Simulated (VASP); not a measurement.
# Si (I4/mmm) in VASP: notebook

One crystal, Si, is run at these levels: PBEsol; tasks: single point.

All numbers are computed with VASP 6.6.1; they aren't measurements. Logs are shortened: lines on timing, memory, paths and dates and some standing lists are left out, and cuts for length are marked.

## (1) The structure

It takes space group I4/mmm (No. 139, tetragonal). Conventional cell: a = 6.651 Å, b = 6.651 Å, c = 3.845 Å, α = 90.00°, β = 90.00°, γ = 90.00°. Si (site symmetry m2m) is surrounded by 4 Si at 2.34 to 2.38 Å.

This isn't the form of Si at room conditions, which is diamond.

## (2) Single point, PBEsol

Contents of INCAR:

```
  PREC = Accurate
  ENCUT = 520
  EDIFF = 1E-6
  ISMEAR = 0
  SIGMA = 0.03
  LREAL = False
  LASPH = True
  NELM = 80
  ALGO = Fast
  ISIF = 2
  LWAVE = False
  LCHARG = True
  GGA = PS
  LELF = True
  LVHAR = True
  NBANDS = 16
```

Contents of KPOINTS:

```
regular mesh
0
Gamma
  10 10 10
```

Contents of POSCAR:

```
Si
1.0
   -3.3254442900      3.3254442900      1.9223856600
    3.3254442900     -3.3254442900      1.9223856600
    3.3254442900      3.3254442900     -1.9223856600
Si
4
Direct
    0.1788010600      0.1788010600      0.3576021200
    0.8211989400      0.8211989400      0.6423978800
    0.1788010600      0.8211989400      0.0000000000
    0.8211989400      0.1788010600      0.0000000000
```

Potentials or basis: VASP PAW PBE potentials, release 64 (Si).

Started as:

```sh
$ cat potpaw_PBE.64/Si/POTCAR > POTCAR
$ mpirun -np 1 vasp_std > vasp.out
```

OUTCAR:

```text
PREC = Accurate
   ENCUT = 520
   EDIFF = 1E-6
   ISMEAR = 0
   LREAL = False
   LASPH = True
   NELM = 80
   ISIF = 2
   GGA = PS

 ion  position               nearest neighbor table
   1  0.179  0.179  0.358-   2 2.34   2 2.34   3 2.38   4 2.38
   2  0.821  0.821  0.642-   1 2.34   1 2.34   4 2.38   3 2.38
   3  0.179  0.821  0.000-   4 2.34   4 2.34   2 2.38   1 2.38
   4  0.821  0.179  0.000-   3 2.34   3 2.34   2 2.38   1 2.38

  LATTYP: Found a body centered tetragonal cell.
 ALAT       =     6.6508885800
 C/A-ratio  =     0.5780838566

  Lattice vectors:

 A1 = (  -3.3254442900,   3.3254442900,   1.9223856600)
 A2 = (   3.3254442900,  -3.3254442900,   1.9223856600)
 A3 = (   3.3254442900,   3.3254442900,  -1.9223856600)

Analysis of symmetry for initial positions (statically):
=====================================================================
 Subroutine PRICEL returns:
 Original cell was already a primitive cell.

 Routine SETGRP: Setting up the symmetry group for a
 body centered tetragonal supercell.

 Subroutine GETGRP returns: Found 16 space group operations
 (whereof 16 operations were pure point group operations)
 out of a pool of 16 trial point group operations.

The static configuration has the point symmetry D_4h.

Analysis of symmetry for dynamics (positions and initial velocities):
=====================================================================
 Subroutine PRICEL returns:
 Original cell was already a primitive cell.

 Routine SETGRP: Setting up the symmetry group for a
 body centered tetragonal supercell.

 Subroutine GETGRP returns: Found 16 space group operations
 (whereof 16 operations were pure point group operations)
 out of a pool of 16 trial point group operations.

The dynamic configuration has the point symmetry D_4h.

 Subroutine INISYM returns: Found 16 space group operations
 (whereof 16 operations are pure point group operations),
 and found     1 'primitive' translations

----------------------------------------------------------------------------------------

                                     Primitive cell

  volume of cell :      85.0354

  direct lattice vectors                    reciprocal lattice vectors
    -3.325444290  3.325444290  1.922385660     0.000000000  0.150355849  0.260093492
     3.325444290 -3.325444290  1.922385660     0.150355849  0.000000000  0.260093492
     3.325444290  3.325444290 -1.922385660     0.150355849  0.150355849  0.000000000

  length of vectors
     5.080622607  5.080622607  5.080622607     0.300425542  0.300425542  0.212635281

  position of ions in fractional coordinates (direct lattice)
     0.178801060  0.178801060  0.357602120
     0.821198940  0.821198940  0.642397880
     0.178801060  0.821198940  0.000000000
     0.821198940  0.178801060  0.000000000

  ion indices of the primitive-cell ions
   primitive index   ion index
                 1           1
                 2           2
                 3           3
                 4           4

----------------------------------------------------------------------------------------

 KPOINTS: regular mesh

Automatic generation of k-mesh.
 Grid dimensions read from file:
 generate k-points for:   10   10   10

 Generating k-lattice:

  Cartesian coordinates                     Fractional coordinates (reciprocal lattice)
     0.000000000  0.015035585  0.026009349     0.100000000  0.000000000 -0.000000000
     0.015035585  0.000000000  0.026009349     0.000000000  0.100000000 -0.000000000
     0.015035585  0.015035585  0.000000000     0.000000000  0.000000000  0.100000000

  Length of vectors
     0.030042554  0.030042554  0.021263528

  Shift w.r.t. Gamma in fractional coordinates (k-lattice)
     0.000000000  0.000000000  0.000000000

 Subroutine IBZKPT returns following result:
 ===========================================

 Found    102 irreducible k-points:

 Following reciprocal coordinates:
            Coordinates               Weight
  0.000000  0.000000  0.000000      1.000000
  0.100000  0.000000 -0.000000      8.000000
  0.200000  0.000000 -0.000000      8.000000
  0.300000  0.000000 -0.000000      8.000000
  0.400000  0.000000  0.000000      8.000000
  0.500000  0.000000  0.000000      4.000000
[... 16 lines left out ...]
  0.300000  0.300000 -0.000000      8.000000
  0.400000  0.300000 -0.000000     16.000000
 [... further k-points ...]
   k-points           NKPTS =    102   k-points in BZ     NKDIM =    102   number of bands    NBANDS=     16
   number of dos      NEDOS =    301   number of ions     NIONS =      4
   total plane-waves  NPLWV =  64000
   dimension x,y,z NGX =    40 NGY =   40 NGZ =   40
   dimension x,y,z NGXF=    80 NGYF=   80 NGZF=   80
   ions per type =               4
   NGX,Y,Z   is equivalent  to a cutoff of  13.09, 13.09, 13.09 a.u.
   NGXF,Y,Z  is equivalent  to a cutoff of  26.18, 26.18, 26.18 a.u.
 SYSTEM =  unknown system
   PREC   = accura    normal or accurate (medium, high low for compatibility)
   ISTART =      0    job   : 0-new  1-cont  2-samecut
   ICHARG =      2    charge: 1-file 2-atom 10-const
   ISPIN  =      1    spin polarized calculation?
   LNONCOLLINEAR =      F non collinear calculations
   LSORBIT =      F    spin-orbit coupling
   LASPH  =      T    aspherical Exc in radial PAW
   ENCUT  =  520.0 eV  38.22 Ry    6.18 a.u.   9.45  9.45  9.45*2*pi/ulx,y,z
   NELM   =     80;   NELMIN=  2; NELMDL= -5     # of ELM steps
   EDIFF  = 0.1E-05   stopping-criterion for ELM
   LREAL  =      F    real-space projection
[... 7 lines left out ...]
   TEBEG  =    0.0;   TEEND  =   0.0 temperature during run
   PSTRESS=    0.0 pullay stress
   NELECT =      16.0000    total number of electrons
   NUPDOWN=      -1.0000    fix difference up-down
   EMIN   =  10.00;   EMAX   =-10.00  energy-range for DOS
   EFERMI =   0.00;   METHOD = LEGACY
   ISMEAR =     0;   SIGMA  =   0.03  broadening in eV -4-tet -1-fermi 0-gaus
   EFERMI_NEDOS =   21; number of points for ismear=-14 and -15
   IALGO  =     68    algorithm
   IMIX   =      4    mixing-type and parameters
     AMIX     =   0.40;   BMIX     =  1.00
     AMIX_MAG =   1.60;   BMIX_MAG =  1.00
  volume/ion in A,a.u.               =      21.26       143.46
  Fermi-wavevector in a.u.,A,eV,Ry     =   0.938098  1.772748 11.973506  0.880028
  Thomas-Fermi vector in A             =   2.065276
   LORBIT       =      0    0 simple, 1 ext, 2 COOP (PROOUT), +10 PAW based schemes
   GGA     = PS    functional components
   LHFCALC =     F    Hartree Fock is set to
   AEXX    =    0.0000 exact exchange contribution
   IVDW    =     0    specifies the selected vdW correction
   LEPSILON=     F    determine dielectric tensor
   LRPA    =     F    only Hartree local field effects (RPA)
 non-spin polarized calculation
 RMM-DIIS sequential band-by-band and
 Gauss-broadening in eV      SIGMA  =   0.03
  energy-cutoff  :      520.00
  volume of cell :       85.04
 maximum number of plane-waves:      2319
 NGX is ok and might be reduce to    40
   NGX = 19   NGY = 19   NGZ = 19

 number of electron      16.0000000 magnetization

 Free energy of the ion-electron system (eV)
  ---------------------------------------------------
  ext. energy  EPLUGINS =         0.00000000
  ---------------------------------------------------
  free energy    TOTEN  =       -22.54604593 eV

  energy without entropy =      -22.54604593  energy(sigma->0) =      -22.54604593

 E-fermi :   5.5317     XC(G=0):  -9.2367

 val. band max:        5.4111153909   @ k =   0.5000   0.5000   0.5000
 cond. band min:       5.6530318335   @ k =  -0.1000  -0.2000   0.1000
 fundamental gap:      0.2419164427
 Fermi energy:         5.5316562711

 k-point     1 :       0.0000    0.0000    0.0000
  band No.  band energies     occupation
      1      -6.6650      2.00000
      2      -2.4190      2.00000
      3      -0.1796      2.00000
      4      -0.1796      2.00000
      5       1.6105      2.00000
      6       3.9128      2.00000
[... 8 lines left out ...]
     15      10.8004      0.00000
     16      12.1037      0.00000

 k-point     2 :       0.1000    0.0000   -0.0000
  band No.  band energies     occupation
      1      -6.5541      2.00000
      2      -2.4446      2.00000
      3      -0.3233      2.00000
      4      -0.0167      2.00000
      5       1.7092      2.00000
      6       3.2848      2.00000
[... 8 lines left out ...]
     15      10.3189      0.00000
     16      12.6787      0.00000

 k-point     3 :       0.2000    0.0000   -0.0000
  band No.  band energies     occupation
      1      -6.2268      2.00000
      2      -2.4602      2.00000
      3      -0.7366      2.00000
      4       0.2517      2.00000
      5       1.8564      2.00000
      6       2.2259      2.00000
[... 8 lines left out ...]
     15      10.6146      0.00000
     16      12.2279      0.00000

 k-point     4 :       0.3000    0.0000   -0.0000
  band No.  band energies     occupation
      1      -5.7063      2.00000
      2      -2.3821      2.00000
      3      -1.4488      2.00000
      4       0.0629      2.00000
      5       1.4192      2.00000
      6       1.9514      2.00000
[... 8 lines left out ...]
     15      11.6534      0.00000
     16      11.9958      0.00000

 k-point     5 :       0.4000    0.0000    0.0000
  band No.  band energies     occupation
      1      -5.0713      2.00000
      2      -2.3288      2.00000
      3      -2.2044      2.00000
      4      -0.4644      2.00000
      5       1.0969      2.00000
      6       1.9042      2.00000
[... 8 lines left out ...]
     15      11.2974      0.00000
     16      12.9395      0.00000

 k-point     6 :       0.5000    0.0000    0.0000
  band No.  band energies     occupation
      1      -4.6772      2.00000
      2      -2.8316      2.00000
      3      -2.0792      2.00000
      4      -0.7423      2.00000
      5       1.0232      2.00000
      6       1.8723      2.00000
[... 8 lines left out ...]
     15      10.9136      0.00000
     16      13.0118      0.00000

 k-point     7 :       0.1000    0.1000   -0.0000
  band No.  band energies     occupation
      1      -6.2807      2.00000
      2      -2.2976      2.00000
      3      -0.2689      2.00000
      4      -0.2582      2.00000
      5       1.6686      2.00000
      6       2.4519      2.00000
[... 8 lines left out ...]
     15      10.0255      0.00000
     16      12.7902      0.00000

 k-point     8 :       0.2000    0.1000    0.0000
  band No.  band energies     occupation
      1      -5.8081      2.00000
      2      -2.1945      2.00000
      3      -0.9658      2.00000
      4      -0.3784      2.00000
      5       1.4870      2.00000
      6       1.9590      2.00000
[... 8 lines left out ...]
     15      11.6266      0.00000
     16      11.9328      0.00000

 k-point     9 :       0.3000    0.1000    0.0000
  band No.  band energies     occupation
      1      -5.1946      2.00000
      2      -2.2308      2.00000
      3      -1.8121      2.00000
      4      -0.7425      2.00000
      5       1.1789      2.00000
      6       1.9505      2.00000
[... 8 lines left out ...]
     15      11.7061      0.00000
     16      12.9899      0.00000
[... 172 lines left out ...]
 k-point    19 :       0.5000    0.2000    0.0000
  band No.  band energies     occupation
      1      -5.2396      2.00000
      2      -3.3798      2.00000
      3      -1.7059      2.00000
      4       0.3353      2.00000
      5       1.1678      2.00000
      6       2.5500      2.00000
[... 8 lines left out ...]
     15      11.7656      0.00000
     16      12.0632      0.00000

 k-point    20 :      -0.4000    0.2000   -0.0000
  band No.  band energies     occupation
      1      -5.8134      2.00000
      2      -3.5079      2.00000
      3      -1.0071      2.00000
      4       0.7317      2.00000
      5       1.8648      2.00000
      6       2.6383      2.00000
[... 8 lines left out ...]
     15      11.2582      0.00000
     16      11.6325      0.00000

 k-point    21 :      -0.3000    0.2000    0.0000
  band No.  band energies     occupation
      1      -6.2313      2.00000
      2      -3.4439      2.00000
      3      -0.4877      2.00000
      4       0.4638      2.00000
      5       2.7949      2.00000
      6       2.9656      2.00000
[... 8 lines left out ...]
     15      11.3595      0.00000
     16      11.9219      0.00000

 k-point    22 :      -0.2000    0.2000    0.0000
  band No.  band energies     occupation
      1      -6.4464      2.00000
      2      -3.2052      2.00000
      3      -0.1178      2.00000
      4      -0.0110      2.00000
      5       2.5596      2.00000
      6       3.6956      2.00000
[... 8 lines left out ...]
     15      11.2498      0.00000
     16      12.9257      0.00000

 k-point    23 :       0.3000    0.3000   -0.0000
  band No.  band energies     occupation
      1      -4.5905      2.00000
      2      -3.2141      2.00000
      3      -2.3942      2.00000
      4      -0.2892      2.00000
      5       0.9155      2.00000
      6       2.5427      2.00000
[... 8 lines left out ...]
     15      11.7766      0.00000
     16      13.1937      0.00000

 k-point    24 :       0.4000    0.3000   -0.0000
  band No.  band energies     occupation
      1      -4.9801      2.00000
      2      -3.7942      2.00000
      3      -1.7166      2.00000
      4       0.3449      2.00000
      5       1.1662      2.00000
      6       2.4020      2.00000
[... 8 lines left out ...]
     15      11.4691      0.00000
     16      12.1774      0.00000

 [... further k-points ...]

------------------------ aborting loop because EDIFF is reached ----------------------------------------

  FORCE on cell =-STRESS in cart. coord.  units (eV):
  Direction    XX          YY          ZZ          XY          YZ          ZX
  --------------------------------------------------------------------------------------
  -------------------------------------------------------------------------------------
  Total       -0.1008045     -0.1008045     -0.1690630      0.0000000     -0.0000000      0.0000000
  in kB       -1.8992867     -1.8992867     -3.1853648      0.0000000     -0.0000000      0.0000000
  external PRESSURE =      -2.3279794 kB  Pullay stress =       0.0000000 kB

 VOLUME and BASIS-vectors are now :
 -----------------------------------------------------------------------------
  energy-cutoff  :      520.00
  volume of cell :       85.04
      direct lattice vectors                 reciprocal lattice vectors
    -3.325444290  3.325444290  1.922385660     0.000000000  0.150355849  0.260093492
     3.325444290 -3.325444290  1.922385660     0.150355849  0.000000000  0.260093492
     3.325444290  3.325444290 -1.922385660     0.150355849  0.150355849  0.000000000

 POSITION                                       TOTAL-FORCE (eV/Angst)
 -----------------------------------------------------------------------------------
      1.18919      1.18919     -0.00000        -0.007847     -0.007847     -0.000000
      2.13626      2.13626      1.92239         0.007847      0.007847      0.000000
      2.13626     -2.13626      1.92239         0.007847     -0.007847      0.000000
     -2.13626      2.13626      1.92239        -0.007847      0.007847      0.000000
 -----------------------------------------------------------------------------------
    total drift:                               -0.000000     -0.000000      0.000000

  FREE ENERGIE OF THE ION-ELECTRON SYSTEM (eV)
  ---------------------------------------------------
  free  energy   TOTEN  =       -22.5460459320 eV

  energy  without entropy=      -22.5460459320  energy(sigma->0) =      -22.54604593
```

Wall time 2.3 min (1 thread of Intel Xeon Platinum 8375C at 2.90GHz (Ice Lake), shared host); peak memory 0.28 GiB.

Results:

- Free energy: -22.5460 eV
- Pressure: -0.2 GPa
- Largest force: 0.011 eV/Å
- Band gap on the k mesh: 0.24 eV, indirect (least direct gap 0.28 eV)

Forces on the atoms (eV/Å):
```
Si  -0.008 -0.008  0.000
Si   0.008  0.008  0.000
Si   0.008 -0.008  0.000
Si  -0.008  0.008  0.000
```

Stress tensor (GPa, compression positive):
```
-0.19  0.00  0.00
 0.00 -0.19  0.00
 0.00  0.00 -0.32
```

Levels at points of the mesh, in eV from the valence-band top:
```csv
k point,band 6,band 7,band 8,band 9,band 10,band 11
"(0.00, 0.00, 0.00)",-1.50,-1.50,-0.57,1.37,1.53,1.53
"(0.50, 0.00, 0.00)",-3.54,-2.40,-1.43,0.75,2.30,2.94
"(0.50, 0.50, 0.00)",-2.02,-1.92,-1.63,1.54,1.83,1.88
"(0.50, 0.50, 0.50)",-0.22,0.00,0.00,0.28,3.18,3.44
```

Caveat: the PAW data sets were made with another functional, which shifts forces and pressure a little. A k mesh can miss the band edges.

## (3) Single point, PBEsol

Contents of INCAR:

```
SYSTEM = Si
ALGO = Fast
EDIFF = 1E-6
ENCUT = 520
GGA = PS
ISIF = 2
ISMEAR = 0
LASPH = .True.
LCHARG = .True.
LELF = .True.
LREAL = .False.
LVHAR = .True.
LWAVE = .False.
NBANDS = 16
NELM = 80
PREC = Accurate
SIGMA = 0.03
```

Contents of KPOINTS:

```
k-points
0
Gamma
  12 12 12
  0 0 0
```

POSCAR is that of step 2.

Potentials or basis: VASP PAW PBE potentials, release 64 (Si).

Started as:

```sh
$ cat potpaw_PBE.64/Si/POTCAR > POTCAR
$ mpirun -np 1 vasp_std > vasp.out
```

Run time: 4 min. Hardware: 1 thread of Intel Xeon Platinum 8375C at 2.90GHz (Ice Lake), shared host; peak memory 0.33 GiB.

Results (log left out):

| Property | Result |
| --- | --- |
| Free energy | -22.5463 eV |
| Pressure | -0.2 GPa |
| Largest force | 0.011 eV/Å |
| Band gap on the k mesh | 0.16 eV, indirect (least direct gap 0.28 eV) |

Forces on the atoms (eV/Å):
```
Si  -0.008 -0.008  0.000
Si   0.008  0.008  0.000
Si   0.008 -0.008  0.000
Si  -0.008  0.008  0.000
```

Stress tensor (GPa, compression positive):
```
-0.19  0.00  0.00
 0.00 -0.19  0.00
 0.00  0.00 -0.32
```

Levels at points of the mesh, in eV from the valence-band top:
| k point | band 4 | band 5 | band 6 | band 7 | band 8 | band 9 | band 10 | band 11 | band 12 | band 13 |
| --- | --- | --- | --- | --- | --- | --- | --- | --- | --- | --- |
| (0.00, 0.00, 0.00) | -5.59 | -3.80 | -1.50 | -1.50 | -0.57 | 1.37 | 1.53 | 1.53 | 2.24 | 2.24 |
| (0.50, 0.00, 0.00) | -6.15 | -4.39 | -3.54 | -2.40 | -1.43 | 0.75 | 2.30 | 2.94 | 3.43 | 4.13 |
| (0.50, 0.50, 0.00) | -4.96 | -2.87 | -2.02 | -1.92 | -1.63 | 1.54 | 1.83 | 1.88 | 3.92 | 4.27 |
| (0.50, 0.50, 0.50) | -5.07 | -2.96 | -0.22 | 0.00 | 0.00 | 0.28 | 3.18 | 3.44 | 3.97 | 4.44 |

Caveat: the PAW data sets were made with another functional, which shifts forces and pressure a little. PBEsol gaps usually lie below the measured ones, often by a third to a half.
